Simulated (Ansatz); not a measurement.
Convergence test, SiO2

Theory: DFT r2SCAN, scalar-relativistic, plane waves, PAW in Ansatz.

```cif
data_structure
_symmetry_space_group_name_H-M 'P 1'
_symmetry_Int_Tables_number 1
_cell_length_a 5.0289
_cell_length_b 5.0289
_cell_length_c 5.0289
_cell_angle_alpha 123.661
_cell_angle_beta 123.661
_cell_angle_gamma 83.768
_cell_volume 84.41
loop_
_atom_site_label
_atom_site_type_symbol
_atom_site_fract_x
_atom_site_fract_y
_atom_site_fract_z
_atom_site_occupancy
Si1 Si 0.00000 0.00000 0.00000 1
Si2 Si 0.75000 0.25000 0.50000 1
O1 O 0.99838 0.62500 0.87338 1
O2 O 0.37500 0.24838 0.37338 1
O3 O 0.75162 0.12500 0.12662 1
O4 O 0.87500 0.00162 0.62662 1
```

The plane-wave cutoff is 500 eV. The occupation rule is Gaussian smearing, 0.02 eV and the spin treatment is unpolarised.

The atoms stay fixed while the k-point mesh is varied. ΔE is the energy extrapolated to zero smearing, less that of the reference run (12×12×12). The cell isn't necessarily relaxed at this level. The meshes are Γ-centred. Pressure is positive in compression.

Times are rough; the reference took 36 s on 1 thread of Intel(R) Xeon(R) Platinum 8488C (Sapphire Rapids), with other jobs on the host, peak memory 0.79 GiB.

Task: One run gave ΔE = 2.16 meV/atom and P = -1.34 GPa. Which k-point mesh did it use, of 1×1×1, 2×2×2, 4×4×4, 6×6×6, 8×8×8, 10×10×10?

Result: 2×2×2. All runs:

```csv
mesh,ΔE (meV/atom),P (GPa),largest change of a force component (eV/Å),gap on mesh (eV),irreducible points,wall time (s)
1×1×1,214,-0.68,1.177,6.649,1,2.2
2×2×2,2.16,-1.34,0.000,6.695,4,2.4
4×4×4,0.00,-1.32,0.000,6.696,13,4.3
6×6×6,0.00,-1.32,0.000,6.696,30,8.2
8×8×8,0.00,-1.32,0.000,6.696,59,19
10×10×10,0.00,-1.32,0.000,6.696,102,22
12×12×12,0.00,-1.32,0.000,6.696,163,36
```

This form isn't the usual stable structure of the compound.